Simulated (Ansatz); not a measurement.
The system is MoS2.

```
Mo S
1.0
     1.58000    0.91221    6.15000
    -1.58000    0.91221    6.15000
     0.00000   -1.82443    6.15000
Mo S
1 2
Direct
  0.00000 0.00000 0.00000
  0.41700 0.41700 0.41700
  0.25000 0.25000 0.25000
```

Measurements of this composition are mostly on another form, of space group No. 194.

Base run:

```yaml
Program: Ansatz 0.2.0
Functional: PBEsol
Potentials_or_basis: Ansatz PAW
Cutoff: 420 eV
Density_cutoff: 1680 eV
k_mesh: 10 × 10 × 10
Occupations: fermi-dirac, width 0.05 eV
Spin: no spin polarisation
Hubbard_terms: Mo d U = 5 eV
```

Its results: band gap on the k mesh 0.92 eV, indirect (least direct gap 1.70 eV); pressure 0.3 GPa; largest force 0.239 eV/Å.

Problem. The run is repeated on the same cell with these changes: hubbard terms from Mo d U = 5 eV to Mo d U = 3 eV. What comes out?

Solution. Band gap on the k mesh 0.97 eV, indirect (least direct gap 1.85 eV); pressure 0.3 GPa; largest force 0.247 eV/Å.

Caveats: the PAW data sets come from PBE, with cores solved anew for the run's functional, which leaves a small shift of forces and pressure.

A k mesh can miss the band edges.

Not every run made on this cell is shown here.
